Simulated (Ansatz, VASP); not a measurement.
One calculation of ZnO, two programs

```
Zn O
1.0
     3.14912    0.00000    0.00000
    -1.57456    2.72722    0.00000
     0.00000    0.00000    5.48986
Zn O
2 2
Direct
  0.33333 0.66667 0.00158
  0.66667 0.33333 0.50158
  0.33333 0.66667 0.39561
  0.66667 0.33333 0.89561
```

Alike in both runs: task single point; functional PBEsol; k mesh 9 × 9 × 6; occupations gaussian, width 0.05 eV; no spin polarisation.

|  | VASP | Ansatz |
| --- | --- | --- |
| version | VASP 6.6.1 | Ansatz 0.2.0 |
| potentials or method | VASP PAW PBE potentials, release 64 (Zn, O) | scalar-relativistic, plane waves, PAW |
| plane-wave cutoff (eV) | 520 | 520 |
| valence electrons in the cell | 36 | 36 |

```tsv
	VASP	Ansatz	Ansatz less VASP
gap on the k mesh at the Fermi level (eV)	0.58	0.60	+0.011
least direct gap on the mesh (eV)	0.58	0.60	+0.011
pressure (GPa)	4.6	3.6	-1.01
largest component of the traceless stress (GPa)	13.71	13.17	-0.535
rms of the force components (eV/Å)	0.442	0.419	-0.0230
```

Atom by atom the forces differ by 0.023 eV/Å (rms over components). With one functional, cell and mesh, what is left measures potentials, basis and numerics. Ansatz warned: «pseudo_functional_mismatch».

Caveats: the PAW data sets were made with another functional, which shifts forces and pressure a little (VASP).
